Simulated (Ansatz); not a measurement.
Crystal: Si2W.

```
CELL_PARAMETERS angstrom
-1.60690 1.60690 3.91495
1.60690 -1.60690 3.91495
1.60690 1.60690 -3.91495
ATOMIC_POSITIONS crystal
W 0.00000 0.00000 0.00000
Si 0.66530 0.66530 0.00000
Si 0.33470 0.33470 0.00000
```

Base run:

| Property | Result |
| --- | --- |
| Program | Ansatz 0.2.0 |
| Functional | PBE |
| Potentials or basis | Ansatz PAW |
| Cutoff | 420 eV (not typed: the program's choice for these potentials) |
| k mesh | 12 × 12 × 12 |
| Occupations | fermi-dirac, width 0.05 eV |
| Spin | no spin polarisation |

Its results: band gap on the k mesh none (metal or under the smearing width); pressure 3.3 GPa; largest force 0.076 eV/Å.

Problem. The run is repeated on the same cell with these changes: functional from PBE to PBEsol; spin from no spin polarisation to spin-orbit coupling, no magnetisation; potential files from those of the base run to others of the same set. What comes out?

Solution. Band gap on the k mesh none (metal or under the smearing width); pressure -2.1 GPa; largest force 0.033 eV/Å.

Several settings changed at once, so the effect can't be laid on one alone.

Caveats: spin-orbit coupling is left out, which moves the levels of the heavy elements (some runs); the PAW data sets come from PBE, with cores solved anew for the run's functional, which leaves a small shift of forces and pressure (some runs).
